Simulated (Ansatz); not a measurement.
# WSe2: the cost of one run

Program: Ansatz 0.2.0. Level of theory: DFT PBE, scalar-relativistic. These are calculated values, not measurements.

3 further runs of the same task are left out: 3 that didn't finish.

### Step 1. The structure to begin with

Symmetry: P6_3/mmc, No. 194, hexagonal system. The conventional cell has a = 3.290 Å, b = 3.290 Å, c = 12.970 Å, α = 90.00°, β = 90.00°, γ = 120.00°. W (site symmetry -6m2) is surrounded by 6 Se at 2.53 Å. Se (site symmetry 3m) is surrounded by 3 W at 2.53 Å.

Coordinates:

```
W Se
1.0
     3.29000    0.00000    0.00000
    -1.64500    2.84922    0.00000
     0.00000    0.00000   12.97000
W Se
2 4
Direct
  0.33333 0.66667 0.25000
  0.66667 0.33333 0.75000
  0.33333 0.66667 0.62100
  0.66667 0.33333 0.12100
  0.33333 0.66667 0.87900
  0.66667 0.33333 0.37900
```

Atoms are numbered in the order of the input: W1, W2, Se3, Se4, Se5, Se6.

### Step 2. The deformed structure

Space group P6_3/mmc before, P-1 after.

### Step 3. LAPW, all electrons

The input, input.yaml:

```yaml
crystal:
  lattice:
    - [3.2899984505, 0.0164499922, 0.0164499922]
    - [-1.630753114, 2.8409972404, 0.0060211151]
    - [0.06485, 0.06485, 12.97]
  atoms:
    - { symbol: W, position: [0.3333333333, 0.6666666667, 0.25] }
    - { symbol: W, position: [0.6666666667, 0.3333333333, 0.75] }
    - { symbol: Se, position: [0.3333333333, 0.6666666667, 0.621] }
    - { symbol: Se, position: [0.6666666667, 0.3333333333, 0.121] }
    - { symbol: Se, position: [0.3333333333, 0.6666666667, 0.879] }
    - { symbol: Se, position: [0.6666666667, 0.3333333333, 0.379] }
kpoints:
  mp_grid: { grid: [11, 11, 3] }
  band_path:
    path:
      - [0.0, 0.0, 0.0]
      - [0.0, -0.5, 0.0]
      - [0.0, 0.0, 0.5]
      - [0.0, 0.0, 0.0]
      - [-0.5, 0.0, 0.0]
      - [-0.5, 0.5, -0.5]
      - [0.0, 0.0, 0.0]
      - [-0.5, 0.0, -0.5]
      - [-0.5, 0.5, 0.0]
    npoints: 5
scf:
  occupations: { method: fermi_dirac, width: 0.08 }
hamiltonian:
  xc: pbe
  pseudopotentials: { kind: all_electron, lapw: { basis_error: 0.0005 } }
output:
  forces: true
  stress: true
  eigenvalues: true
```

Run with:

```console
$ ansatz run input.yaml --threads 2 --pin off --max-ram 6144MiB --backend cpu --events-out ev --progress --plain --runs-dir out
```

**Question.** How long does this run take on 2 threads of Intel Xeon 6975P-C (Granite Rapids), shared host, and how much memory does it need?

About 4.3 min, with a peak of 4.2 GiB.
